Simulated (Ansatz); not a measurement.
# Au: one crystal by all-electron and frozen-core methods

Does the method matter for Au? The same cell, functional and mesh are run with all-electron LAPW, frozen-core PAW and all-electron PAW on datasets made for the crystal.

Method: DFT LDA, scalar-relativistic, in Ansatz 0.2.0.

1 further run of the same task is left out (set aside as unsound or not needed).

## (1) The system as given

Symmetry: Fm-3m, No. 225, cubic system. The conventional cell has a = 4.171 Å, b = 4.171 Å, c = 4.171 Å, α = 90.00°, β = 90.00°, γ = 90.00°. Au (site symmetry m-3m) is surrounded by 12 Au at 2.95 Å.

As a file:

```
CELL_PARAMETERS angstrom
0.00000 2.08564 2.08564
2.08564 0.00000 2.08564
2.08564 2.08564 0.00000
ATOMIC_POSITIONS crystal
Au 0.00000 0.00000 0.00000
```

The cell is one relaxed in the Materials Project, used as it stands.

## (2) All-electron LAPW

Contents of input.yaml:

```yaml
crystal:
  lattice:
    - [0.0, 2.0856442657, 2.0856442657]
    - [2.0856442657, 0.0, 2.0856442657]
    - [2.0856442657, 2.0856442657, 0.0]
  atoms:
    - { symbol: Au, position: [0.0, 0.0, 0.0] }
kpoints:
  mp_grid: { grid: [15, 15, 15] }
  band_path:
    path:
      - [0.0, 0.0, 0.0]
      - [0.5, 0.0, 0.5]
      - [0.625, 0.25, 0.625]
      - [0.375, 0.375, 0.75]
      - [0.0, 0.0, 0.0]
      - [0.5, 0.5, 0.5]
      - [0.5, 0.25, 0.75]
      - [0.5, 0.0, 0.5]
    npoints: 14
scf:
  occupations: { method: fermi_dirac, width: 0.03 }
hamiltonian:
  xc: lda
  pseudopotentials: { kind: all_electron, lapw: { basis_error: 0.00025 } }
output:
  forces: true
  stress: true
  eigenvalues: true
  populations: true
  dos: { projected: true, de: 0.2, e_range: [-14, 8] }
```

Launch:

```console
> ansatz run input.yaml --threads 1 --pin off --max-ram 2048MiB --backend cpu --events-out ev --progress --plain --runs-dir out
```

## (3) Frozen-core PAW

Changes to input.yaml since step 2:

```diff
@@ -24,3 +24,3 @@
   xc: lda
-  pseudopotentials: { kind: all_electron, lapw: { basis_error: 0.00025 } }
+  pseudopotentials: { kind: paw }
 output:
@@ -29,3 +29,9 @@
   eigenvalues: true
+  efg: { contact_densities: true }
   populations: true
+  bader: true
   dos: { projected: true, de: 0.2, e_range: [-14, 8] }
+  write_density: true
+  write_potential: true
+  elf: true
+  volumetric_format: npy
```

## (4) All-electron PAW on datasets made for the crystal

Changes to input.yaml since step 3:

```diff
@@ -19,3 +19,3 @@
       - [0.5, 0.0, 0.5]
-    npoints: 14
+    npoints: 8
 scf:
@@ -24,3 +24,3 @@
   xc: lda
-  pseudopotentials: { kind: paw }
+  pseudopotentials: { kind: all_electron, datasets: crystal }
 output:
@@ -30,8 +30 @@
   efg: { contact_densities: true }
-  populations: true
-  bader: true
-  dos: { projected: true, de: 0.2, e_range: [-14, 8] }
-  write_density: true
-  write_potential: true
-  elf: true
-  volumetric_format: npy
```

(Steps that only read results are left out.)

What does the calculation give? Wanted: pressure; gap.

**Answer**, as computed:

| quantity | value |
| --- | --- |
| pressure | LAPW -13.60, PAW -13.60, crystal datasets -13.60 GPa |
| gap (LAPW) | none |

In words: The pressure of -13.6 GPa pushes the cell to shrink, with the atoms held in place. With 43 electrons in the bands of a cell, and no spin, a band must be partly filled: it is a metal at this level. Within 0.3 eV of the Fermi level the largest projected share is Au 6s (57 %). The projection holds only the free atom's occupied shells (Au 6s, Au 5d in this range). In pressure, PAW differs from LAPW by less than 0.01 GPa. LAPW took about 3 times as long as PAW (17 s against 4.9 s, on a shared host and with the outputs that each input asks for). Spin-orbit coupling is left out, though the cell holds Au; in elements this heavy it can shift bands and gaps by tenths of an eV.
